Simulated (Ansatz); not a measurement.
AlN: random displacements

All numbers below come from DFT PBE, scalar-relativistic, plane waves, PAW in Ansatz. Cutoff 420 eV, Γ-centred 6×6×6 k-points, Gaussian smearing of 0.05 eV. No spin polarisation. Energies are free energies at this smearing, counted from the undisturbed cell; pressure is positive in compression.

Zero of the scan (relaxed at this level; this zinc-blende form isn't the usual structure):

```
Al N
1.0
     4.40317    0.00000    0.00000
     0.00000   -4.40317    0.00000
     0.00000    0.00000   -4.40317
Al N
4 4
Direct
  0.50000 0.50000 0.00000
  0.00000 0.00000 0.00000
  0.00000 0.50000 0.50000
  0.50000 0.00000 0.50000
  0.75000 0.75000 0.75000
  0.25000 0.25000 0.75000
  0.25000 0.75000 0.25000
  0.75000 0.25000 0.25000
```

The atoms are displaced (Å, in the unstrained cell):

| atom | ux | uy | uz |
| --- | --- | --- | --- |
| Al1 | -0.240 | 0.162 | -0.272 |
| Al2 | 0.188 | -0.345 | -0.033 |
| Al3 | -0.071 | -0.141 | -0.106 |
| Al4 | 0.194 | 0.418 | -0.337 |
| N5 | 0.074 | -0.057 | 0.055 |
| N6 | 0.001 | -0.068 | 0.215 |
| N7 | -0.226 | -0.242 | 0.243 |
| N8 | 0.081 | 0.274 | 0.234 |

Strain (Voigt, engineering shear): (-0.0144, 0.0075, 0.0020, -0.0329, -0.0163, 0.0002).

Problem. What are the energy change, the stress and the forces?

Solution. ΔE = 1550.0 meV/atom; stress (xx, yy, zz, yz, xz, xy; compression positive) (66.32, 26.15, 27.00, -4.38, -6.78, 34.71) GPa; gap on the mesh 1.31 eV.
```csv
atom,Fx (eV/Å),Fy,Fz
Al1,2.64,-1.44,1.70
Al2,3.73,3.54,8.69
Al3,2.21,3.17,4.11
Al4,-19.54,-15.78,16.03
N5,14.84,10.52,-15.19
N6,1.82,0.15,-1.48
N7,5.13,7.31,-5.42
N8,-10.83,-7.48,-8.44
```

Cost: 1 run of about 0.21 core-minutes, on Intel Xeon Platinum 8488C (Sapphire Rapids) (shared hosts).